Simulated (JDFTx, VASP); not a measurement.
Given: the input of a run of JDFTx 1.7.0 (patched build) on W (Tungsten). 

Contents of W.in:

```
lattice \
   -2.9901986847     2.9901986847     2.9901986847 \
    2.9901986847    -2.9901986847     2.9901986847 \
    2.9901986847     2.9901986847    -2.9901986847
coords-type Lattice
ion W      0.0000000000     0.0000000000     0.0000000000 1

ion-species pseudo/W.upf
elec-cutoff 35
elec-ex-corr lda-PW
kpoint-folding 12 12 12
elec-smearing Fermi 0.0018374661
elec-n-bands 13
electronic-SCF nIterations 100 energyDiffThreshold 1e-09
electronic-minimize nIterations 30 energyDiffThreshold 1e-7
converge-empty-states yes
forces-output-coords Cartesian

dump-name run.$VAR
dump End Ecomponents EigStats BandEigs Kpoints Forces Stress ElecDensity
```

Potentials or basis: PseudoDojo-SR-LDA-0.4.1-standard with smoothed tails.

Command:

```bash
$ jdftx -c 1 -i W.in -o W.out
```

Q: Translate it to VASP 6.6.1. Potentials or basis there: LDA PAW files W_sv, 520 eV.

A: As run (cutoffs and basis follow the program's own potentials, and thresholds, step limits or extra output files can differ):

File INCAR:

```
SYSTEM = W
  ALGO = Fast
  EDIFF = 1E-7
  ENCUT = 520
  ISIF = 2
  ISMEAR = -1
  LASPH = .True.
  LCHARG = .False.
  LREAL = .False.
  LWAVE = .False.
  NBANDS = 13
  NELM = 80
  PREC = Accurate
  SIGMA = 0.05
```

KPOINTS

```
k-points
0
Gamma
  12 12 12
  0 0 0
```

Contents of POSCAR:

```
W
1.0
   -1.5823450000      1.5823450000      1.5823450000
    1.5823450000     -1.5823450000      1.5823450000
    1.5823450000      1.5823450000     -1.5823450000
W
1
Direct
    0.0000000000      0.0000000000      0.0000000000
```

Potentials or basis: VASP PAW LDA potentials, release 64 (W_sv).

The run is started by

```sh
$ cat potpaw_LDA.64/W_sv/POTCAR > POTCAR
$ mpirun -np 1 vasp_std > vasp.out
```

Both were run:

|  | JDFTx | VASP |
| --- | --- | --- |
| Pressure | -9.8 GPa | -7.2 GPa |

The two programs' LDA may be different fits to the electron gas.

Pressure is positive in compression.
